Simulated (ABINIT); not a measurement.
# C (Fd-3m) in ABINIT: settings compared, part 2 of 2

ABINIT 10.8.3 (patched build). Earlier steps stand in the parts before.

### 4 Equation of state, PW91

Input file run.abi:

```
# Datasets: one volume each
ndtset 7
getwfk -1
scalecart1 3*0.9795861087
scalecart2 3*0.9864848297
scalecart3 3*0.9932883884
scalecart4 3*1.0000000000
scalecart5 3*1.0066227096
scalecart6 3*1.0131594038
scalecart7 3*1.0196128224

# Pseudopotentials
pp_dirpath "./"
pseudos "C.upf"

# Structure
acell 2.5220660407 2.5220660407 2.5220660407 Angstrom
rprim
     0.0000000000     0.7071067812     0.7071067812
     0.7071067812     0.0000000000     0.7071067812
     0.7071067812     0.7071067812     0.0000000000
ntypat 1
znucl 6
natom 2
typat 1 1
xred
     0.7500000000     0.7500000000     0.7500000000
     0.5000000000     0.5000000000     0.5000000000

# Plane-wave basis
ecut 41.0

# k points
kptopt 1
ngkpt 13 13 13
nshiftk 1
shiftk 0.0 0.0 0.0

# Exchange and correlation
ixc -109134

# Bands and occupations
nband 8
occopt 3
tsmear 0.00183747

# SCF cycle
nstep 100
tolvrs 1.0e-10

# Output
iomode 3
prtwf 1
prtden 0
prteig 0
prtebands 0
enunit 2
```

Potentials or basis: PseudoDojo NC SR PBE v0.4.1 standard.

The run is started by

```sh
abinit run.abi > log 2>&1
```

run.abo:

```text
.Version 10.8.3 of ABINIT
 DATASET    1 : space group Fd -3 m (#227); Bravais cF (face-center cubic)
================================================================================
 Values of the parameters that define the memory need for DATASET  1.
     intxc =       0    ionmov =       0      iscf =       7    lmnmax =       4
     lnmax =       4     mgfft =      30  mpssoang =       2    mqgrid =    3001
     natom =       2  nloc_mem =       1    nspden =       1   nspinor =       1
    nsppol =       1      nsym =      48    n1xccc =    2501    ntypat =       1
    occopt =       3   xclevel =       2
       mpw =         918          nfft =       27000          nkpt =          84
================================================================================
================================================================================
[... 61 lines left out ...]
 DATASET    7 : space group Fd -3 m (#227); Bravais cF (face-center cubic)
================================================================================
 Values of the parameters that define the memory need for DATASET  7.
     intxc =       0    ionmov =       0      iscf =       7    lmnmax =       4
     lnmax =       4     mgfft =      30  mpssoang =       2    mqgrid =    3001
     natom =       2  nloc_mem =       1    nspden =       1   nspinor =       1
    nsppol =       1      nsym =      48    n1xccc =    2501    ntypat =       1
    occopt =       3   xclevel =       2
       mpw =        1030          nfft =       27000          nkpt =          84
================================================================================
================================================================================

--------------------------------------------------------------------------------
------------- Echo of variables that govern the present computation ------------
--------------------------------------------------------------------------------
 -outvars: echo values of preprocessed input variables --------
            acell      4.7660140884E+00  4.7660140884E+00  4.7660140884E+00 Bohr
              amu      1.20110000E+01
             ecut      4.10000000E+01 Hartree
           enunit           2
           getwfk          -1
                       outvar_i_n : Printing only first  50 k-points.
              ixc     -109134
           jdtset        1    2    3    4    5    6    7
                       outvar_i_n : Printing only first  50 k-points.
[... 127 lines left out ...]
   6.90154688E+01                                ecore*ucvol(ha*bohr**3)
--------------------------------------------------------------------------------

================================================================================

--- !BeginCycle
iteration_state: {dtset: 1, }
solver: {iscf: 7, nstep: 100, nline: 4, wfoptalg: 0, }
tolerances: {tolvrs: 1.00E-10, }
...
[... 1025 lines left out ...]
-Cartesian components of stress tensor (GPa)         [Pressure= -2.0169E+01 GPa]
- sigma(1 1)=  2.01687310E+01  sigma(3 2)=  0.00000000E+00
- sigma(2 2)=  2.01687310E+01  sigma(3 1)=  0.00000000E+00
- sigma(3 3)=  2.01687310E+01  sigma(2 1)=  0.00000000E+00

== END DATASET(S) ==============================================================
================================================================================

 -outvars: echo values of variables after computation  --------
            acell      4.7660140884E+00  4.7660140884E+00  4.7660140884E+00 Bohr
           etotal1    -1.2056018253E+01
           etotal2    -1.2057484370E+01
           etotal3    -1.2058395101E+01
           etotal4    -1.2058798991E+01
           etotal5    -1.2058741739E+01
           etotal6    -1.2058265002E+01
           etotal7    -1.2057405385E+01
            fcart1    -4.0781781930E-29  1.0195445482E-28 -4.0781781930E-29
                       4.0781781930E-29 -1.0195445482E-28  4.0781781930E-29
            fcart2     4.0496585313E-29  0.0000000000E+00 -4.0496585313E-29
                      -4.0496585313E-29  0.0000000000E+00  4.0496585313E-29
            fcart3     1.0054800683E-29 -4.5527036617E-47 -1.0054800683E-29
                      -1.0054800683E-29  4.5527036617E-47  1.0054800683E-29
            fcart4     2.4968291916E-30  2.4968291916E-30 -4.9936583833E-30
                      -2.4968291916E-30 -2.4968291916E-30  4.9936583833E-30
            fcart5     9.9216088325E-30 -4.9608044163E-30  4.9608044163E-30
                      -9.9216088325E-30  4.9608044163E-30 -4.9608044163E-30
[... 38 lines left out ...]
                       0.0000000000E+00  0.0000000000E+00  0.0000000000E+00
           xangst1     2.6204467180E+00  2.6204467180E+00  2.6204467180E+00
                       1.7469644787E+00  1.7469644787E+00  1.7469644787E+00
           xangst2     2.6389011761E+00  2.6389011761E+00  2.6389011761E+00
                       1.7592674508E+00  1.7592674508E+00  1.7592674508E+00
           xangst3     2.6571010699E+00  2.6571010699E+00  2.6571010699E+00
                       1.7714007132E+00  1.7714007132E+00  1.7714007132E+00
           xangst4     2.6750550000E+00  2.6750550000E+00  2.6750550000E+00
                       1.7833700000E+00  1.7833700000E+00  1.7833700000E+00
           xangst5     2.6927711124E+00  2.6927711124E+00  2.6927711124E+00
                       1.7951807416E+00  1.7951807416E+00  1.7951807416E+00
           xangst6     2.7102571290E+00  2.7102571290E+00  2.7102571290E+00
                       1.8068380860E+00  1.8068380860E+00  1.8068380860E+00
           xangst7     2.7275203786E+00  2.7275203786E+00  2.7275203786E+00
                       1.8183469191E+00  1.8183469191E+00  1.8183469191E+00
             xred      7.5000000000E-01  7.5000000000E-01  7.5000000000E-01
                       5.0000000000E-01  5.0000000000E-01  5.0000000000E-01
 Calculation completed.
```

Run time: 82 s. Hardware: 1 thread of Arm Neoverse V1, shared host; peak memory 0.11 GiB.

Results:

- Equilibrium volume: 5.71 Å³/atom
- Bulk modulus: 431 GPa
- Pressure derivative of the bulk modulus: 3.7

Energy against volume, from the lowest point:
```tsv
volume (Å³/atom)	energy (meV/atom)
5.332	37.83
5.445	17.89
5.558	5.50
5.672	0.00
5.785	0.78
5.899	7.27
6.012	18.96
```

Caveat: pressures at fixed basis lie under the slope of the energies; the potentials were made for another functional, which shifts forces and pressure.

### 5 Band structure, LDA

Input file run.abi:

```
ndtset 2

pp_dirpath "./"
pseudos "C.upf"

acell 3*1.0 Angstrom
rprim
     0.0000000000     1.7833700000     1.7833700000
     1.7833700000     0.0000000000     1.7833700000
     1.7833700000     1.7833700000     0.0000000000
ntypat 1
znucl 6
natom 2
typat 1 1
xred
     0.7500000000     0.7500000000     0.7500000000
     0.5000000000     0.5000000000     0.5000000000

ecut 1115.666836 eV

ixc 7

occopt 3
tsmear 0.05 eV

nstep 100

iomode 3
prtwf 0
prteig 0
prtebands 0
enunit 1
prtden1 1

kptopt1 1
ngkpt1 13 13 13
nshiftk1 1
shiftk1 0.0 0.0 0.0
nband1 8
tolvrs1 1.0e-10

iscf2 -2
getden2 1
nband2 12
nbdbuf2 2
tolwfr2 1.0e-12
kptopt2 -9
ndivsm2 6
prteig2 1
kptbounds2
     0.0000000000     0.0000000000     0.0000000000
     0.5000000000     0.0000000000     0.5000000000
     0.5000000000     0.2500000000     0.7500000000
     0.3750000000     0.3750000000     0.7500000000
     0.0000000000     0.0000000000     0.0000000000
     0.5000000000     0.5000000000     0.5000000000
     0.6250000000     0.2500000000     0.6250000000
     0.5000000000     0.2500000000     0.7500000000
     0.5000000000     0.5000000000     0.5000000000
     0.3750000000     0.3750000000     0.7500000000
```

Potentials or basis: PseudoDojo NC SR LDA v0.4 stringent.

The run is started by

```sh
abinit run.abi > log 2>&1
```

run.abo:

```text
.Version 10.8.3 of ABINIT
 DATASET    1 : space group Fd -3 m (#227); Bravais cF (face-center cubic)
================================================================================
 Values of the parameters that define the memory need for DATASET  1.
     intxc =       0    ionmov =       0      iscf =       7    lmnmax =       4
     lnmax =       4     mgfft =      30  mpssoang =       2    mqgrid =    3001
     natom =       2  nloc_mem =       1    nspden =       1   nspinor =       1
    nsppol =       1      nsym =      48    n1xccc =    2501    ntypat =       1
    occopt =       3   xclevel =       1
       mpw =         974          nfft =       27000          nkpt =          84
================================================================================
================================================================================

 DATASET    2 : space group Fd -3 m (#227); Bravais cF (face-center cubic)
================================================================================
 Values of the parameters that define the memory need for DATASET  2.
     intxc =       0    ionmov =       0      iscf =      -2    lmnmax =       4
     lnmax =       4     mgfft =      30  mpssoang =       2    mqgrid =    3001
     natom =       2  nloc_mem =       1    nspden =       1   nspinor =       1
    nsppol =       1      nsym =      48    n1xccc =    2501    ntypat =       1
    occopt =       3   xclevel =       1
       mpw =         974          nfft =       27000          nkpt =         103
================================================================================
================================================================================

--------------------------------------------------------------------------------
------------- Echo of variables that govern the present computation ------------
--------------------------------------------------------------------------------
 -outvars: echo values of preprocessed input variables --------
            acell      1.8897261259E+00  1.8897261259E+00  1.8897261259E+00 Bohr
              amu      1.20110000E+01
             ecut      4.10000000E+01 Hartree
           enunit           1
           getden1          0
           getden2          1
             iscf1          7
             iscf2         -2
                       outvar_i_n : Printing only first  50 k-points.
              ixc           7
           jdtset        1    2
                       outvar_i_n : Printing only first  50 k-points.
           kptopt1          1
           kptopt2         -9
         kptrlatt       13    0    0      0   13    0      0    0   13
          kptrlen1     6.19581831E+01
          kptrlen2     3.00000000E+01
            natom           2
            nband1          8
            nband2         12
           nbdbuf1          0
           nbdbuf2          2
           ndtset           2
           ndivsm1          0
           ndivsm2          6
            ngfft          30      30      30
             nkpt1         84
             nkpt2        103
            nstep         100
             nsym          48
           ntypat           1
                       prtocc : prtvol=0, do not print more k-points.
           occopt           3
        prtebands           0
           prteig1          0
           prteig2          1
[... 709 lines left out ...]
 -1.3153E-01 -5.7803E-02  5.0131E-02  1.8814E-01  5.9379E-01  8.2831E-01
  8.5100E-01  9.0265E-01  1.0291E+00  1.2567E+00  1.2876E+00  1.5756E+00
 Non-SCF case, kpt  102 (  0.38750  0.38750  0.72500), residuals and eigenvalues=
  2.53E-13  8.68E-13  8.64E-13  5.26E-13  4.84E-13  5.92E-13  1.24E-13  5.05E-13
  4.88E-13  4.75E-13  7.04E-13  1.71E-09
 -1.1487E-01 -5.2059E-02  2.7322E-02  1.7871E-01  5.8446E-01  7.9488E-01
  8.7419E-01  9.2644E-01  1.0335E+00  1.2545E+00  1.3013E+00  1.6053E+00
 Non-SCF case, kpt  103 (  0.37500  0.37500  0.75000), residuals and eigenvalues=
  8.32E-13  3.78E-13  5.69E-14  1.49E-13  1.35E-13  2.80E-13  5.20E-13  3.14E-13
  3.23E-13  1.43E-13  8.06E-13  7.52E-09
 -1.0133E-01 -5.7983E-02  2.3969E-02  1.7109E-01  5.7703E-01  7.6182E-01
  8.9203E-01  9.3886E-01  1.0496E+00  1.2502E+00  1.3229E+00  1.6156E+00

--- !ResultsGS
iteration_state: {dtset: 2, }
comment   : Summary of ground state results
lattice_vectors:
- [  0.0000000,   3.3700809,   3.3700809, ]
- [  3.3700809,   0.0000000,   3.3700809, ]
- [  3.3700809,   3.3700809,   0.0000000, ]
lattice_lengths: [   4.76601,    4.76601,    4.76601, ]
lattice_angles: [ 60.000,  60.000,  60.000, ] # degrees, (23, 13, 12)
lattice_volume:   7.6551017E+01
convergence: {deltae:  0.000E+00, res2:  0.000E+00, residm:  9.998E-13, diffor:  0.000E+00, }
etotal    :  -1.20640622E+01
entropy   :   0.00000000E+00
fermie    :   4.66900187E-01
cartesian_stress_tensor: null
pressure_GPa: null
xred      :
- [  7.5000E-01,   7.5000E-01,   7.5000E-01,  C]
- [  5.0000E-01,   5.0000E-01,   5.0000E-01,  C]
cartesian_forces: null
force_length_stats: {min: null, max: null, mean: null, }
...

 Integrated electronic density in atomic spheres:
 ------------------------------------------------
 Atom  Sphere_radius  Integrated_density
    1        2.00000          4.65404085
    2        2.00000          4.69188762
================================================================================

 ----iterations are completed or convergence reached----

 Mean square residual over all n,k,spin=   38.876E-14; max=  99.980E-14
 reduced coordinates (array xred) for    2 atoms
       0.750000000000      0.750000000000      0.750000000000
       0.500000000000      0.500000000000      0.500000000000

 cartesian coordinates (angstrom) at end:
    1      2.67505500000000     2.67505500000000     2.67505500000000
    2      1.78337000000000     1.78337000000000     1.78337000000000
 length scales=  1.889726125908  1.889726125908  1.889726125908 bohr
              =  1.000000000000  1.000000000000  1.000000000000 angstroms
 Eigenvalues (   eV  ) for nkpt= 103  k points:
 kpt#   1, nband= 12, wtk=  1.00000, kpt=  0.0000  0.0000  0.0000 (reduced coord)
 -11.31256   10.03554   10.03554   10.03554   15.59520   15.59520   15.59520   23.55346
  29.02914   37.01673   37.01673   37.40894
 kpt#   2, nband= 12, wtk=  1.00000, kpt=  0.0294  0.0000  0.0294 (reduced coord)
 -11.28064    9.90041    9.90041    9.95922   15.57016   15.75695   15.75695   23.57409
  29.08419   35.46865   37.05759   37.48409
 kpt#   3, nband= 12, wtk=  1.00000, kpt=  0.0588  0.0000  0.0588 (reduced coord)
 -11.18495    9.53724    9.53724    9.73451   15.49723   16.19965   16.19965   23.61763
  29.24588   33.80063   37.17931   37.70905
 kpt#   4, nband= 12, wtk=  1.00000, kpt=  0.0882  0.0000  0.0882 (reduced coord)
 -11.02562    9.03096    9.03096    9.37290   15.38300   16.83761   16.83761   23.62768
  29.50432   32.30429   37.38296   38.08232
 kpt#   5, nband= 12, wtk=  1.00000, kpt=  0.1176  0.0000  0.1176 (reduced coord)
 -10.80294    8.45416    8.45416    8.89007   15.23687   17.59673   17.59673   23.51112
  29.84428   31.09421   37.66633   38.60082
 kpt#   6, nband= 12, wtk=  1.00000, kpt=  0.1471  0.0000  0.1471 (reduced coord)
 -10.51727    7.85414    7.85414    8.30224   15.06966   18.42818   18.42818   23.16363
[... 278 lines left out ...]
  -4.38891   -2.24552    3.21641    5.74583   16.80716   21.62231   22.74490   24.23008
  28.47770   34.18173   34.86552   40.29526
 kpt# 100, nband= 12, wtk=  1.00000, kpt=  0.4125  0.4125  0.6750 (reduced coord)
  -4.00757   -1.89703    2.24775    5.41749   16.46140   22.41837   23.33970   23.79023
  28.14142   34.20799   34.86785   41.66239
 kpt# 101, nband= 12, wtk=  1.00000, kpt=  0.4000  0.4000  0.7000 (reduced coord)
  -3.57913   -1.57291    1.36414    5.11964   16.15793   22.53949   23.15689   24.56232
  28.00395   34.19753   35.03812   42.87452
 kpt# 102, nband= 12, wtk=  1.00000, kpt=  0.3875  0.3875  0.7250 (reduced coord)
  -3.12564   -1.41659    0.74347    4.86306   15.90389   21.62988   23.78787   25.20971
  28.12261   34.13797   35.40975   43.68375
 kpt# 103, nband= 12, wtk=  1.00000, kpt=  0.3750  0.3750  0.7500 (reduced coord)
  -2.75744   -1.57781    0.65222    4.65564   15.70167   20.73022   24.27325   25.54768
  28.56154   34.01935   35.99855   43.96142

== END DATASET(S) ==============================================================
================================================================================

 -outvars: echo values of variables after computation  --------
            acell      1.8897261259E+00  1.8897261259E+00  1.8897261259E+00 Bohr
           etotal1    -1.2064062206E+01
            fcart1    -0.0000000000E+00 -0.0000000000E+00 -0.0000000000E+00
                      -0.0000000000E+00 -0.0000000000E+00 -0.0000000000E+00
            rprim      0.0000000000E+00  1.7833700000E+00  1.7833700000E+00
                       1.7833700000E+00  0.0000000000E+00  1.7833700000E+00
                       1.7833700000E+00  1.7833700000E+00  0.0000000000E+00
           strten1     3.7824945626E-04  3.7824945626E-04  3.7824945626E-04
                       0.0000000000E+00  0.0000000000E+00  0.0000000000E+00
           xangst      2.6750550000E+00  2.6750550000E+00  2.6750550000E+00
                       1.7833700000E+00  1.7833700000E+00  1.7833700000E+00
             xred      7.5000000000E-01  7.5000000000E-01  7.5000000000E-01
                       5.0000000000E-01  5.0000000000E-01  5.0000000000E-01
 Calculation completed.
```

Run time: 26 s. Hardware: 1 thread of Arm Neoverse V1, shared host; peak memory 0.11 GiB.

What came out:

| Item | Value |
| --- | --- |
| Free energy | -328.2799 eV |
| Pressure | -11.1 GPa |
| Band gap on the k mesh | 4.15 eV, indirect (least direct gap 5.56 eV) |
| Band gap along the path | 4.14 eV, indirect (least direct gap 5.56 eV) |
| All electrons inside the program's atomic spheres | C 4.65, 4.69 (radii [1.0584] Å) |

Levels at the corners of the path, in eV from the valence-band top:
```csv
point,band 2,band 3,band 4,band 5,band 6,band 7
Γ,0.00,0.00,0.00,5.56,5.56,5.56
X,-12.64,-6.32,-6.32,4.76,4.76,16.61
W,-11.80,-8.38,-8.38,10.49,10.49,12.34
K,-11.61,-9.38,-5.38,5.67,10.69,14.24
Γ,0.00,0.00,0.00,5.56,5.56,5.56
L,-13.39,-2.81,-2.81,8.42,8.42,9.04
U,-11.61,-9.38,-5.38,5.67,10.69,14.24
W,-11.80,-8.38,-8.38,10.49,10.49,12.34
L,-13.39,-2.81,-2.81,8.42,8.42,9.04
K,-11.61,-9.38,-5.38,5.67,10.69,14.24
```

### 6 The runs side by side

| task | level | potentials or basis | cutoff (eV) | fine-grid cutoff | gap on the mesh (eV) | pressure (GPa) | V0 of scaled cells (Å³/atom) | B0 (GPa) |
| --- | --- | --- | --- | --- | --- | --- | --- | --- |
| equation of state | rPW86PBE | PseudoDojo NC SR PBE v0.4.1 standard | 1116 | - | - | - | 5.86 | 403 |
| band structure | HCTH407 | JTH PAW PBE v2.0 | 544 | 1088.46 eV | 4.26 | -6.5 | - | - |
| equation of state | PW91 | PseudoDojo NC SR PBE v0.4.1 standard | 1116 | - | - | - | 5.71 | 431 |
| band structure | LDA | PseudoDojo NC SR LDA v0.4 stringent | 1116 | - | 4.15 | -11.1 | - | - |

Alike in all rows: no spin polarisation; cell as given; k mesh 13 × 13 × 13; smearing fermi-dirac 0.05 eV.

Caveats: pressures at fixed basis lie under the slope of the energies (some runs); the potentials were made for another functional, which shifts forces and pressure (some runs); the PAW data sets were made with another functional, which shifts forces and pressure a little (some runs); the atomic spheres overlap (some runs).

Total energies depend on the potentials used, so only differences within one code and one set of settings carry meaning.

### 7 Against experiment

Step 2. Against the measured bulk modulus of C, 442 GPa (quoted in “Equation of state of cubic boron nitride at high pressures and temperatures”, 2007, arxiv:cond-mat/0702656), the calculated 403 GPa is off by -8.7 %. 3 values of this kind are on record (442 to 444.8 GPa); this one was drawn at random among those near their median, those with a stated uncertainty first. The fit is for a static lattice scaled at fixed shape and fixed fractional positions.

Step 4. A measured bulk modulus of C is 442 GPa (quoted in “Equation of state of cubic boron nitride at high pressures and temperatures”, 2007, arxiv:cond-mat/0702656); the calculated 431 GPa misses it by -2.5 %. 3 values of this kind are on record (442 to 444.8 GPa); this one was drawn at random among those near their median, those with a stated uncertainty first. The fit is for a static lattice scaled at fixed shape and fixed fractional positions.
